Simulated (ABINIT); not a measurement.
The system is Mo.

```xyz
1
Lattice="-1.5838 1.5838 1.5838 1.5838 -1.5838 1.5838 1.5838 1.5838 -1.5838" Properties=species:S:1:pos:R:3 pbc="T T T"
Mo    0.0000    0.0000    0.0000
```

Base run:

| Property | Result |
| --- | --- |
| Program | ABINIT 10.8.3 (patched build) |
| Functional | LDA |
| Potentials or basis | JTH PAW LDA v2.0 |
| Cutoff | 408 eV |
| k mesh | 12 × 12 × 12 |
| Occupations | fermi-dirac, width 0.05 eV |
| Spin | no spin polarisation |

Its results: band gap on the k mesh none (metal or under the smearing width); pressure -14.0 GPa.

**Question.** After a change of settings the same cell gave: band gap on the k mesh none (metal or under the smearing width); pressure -13.1 GPa. Which change was it?
A. functional from LDA to PW91; potentials or basis from JTH PAW LDA v2.0 to JTH PAW PBE v2.0
B. functional from LDA to PBEsol; potentials or basis from JTH PAW LDA v2.0 to PseudoDojo NC SR PBEsol v0.4 stringent; cutoff from 408 eV to 1088 eV
C. functional from LDA to PBEsol; potentials or basis from JTH PAW LDA v2.0 to JTH PAW PBE v2.0
D. k mesh from 12 × 12 × 12 to 7 × 7 × 7

**Answer.** D.

Caveats: some runs use coarse meshes.
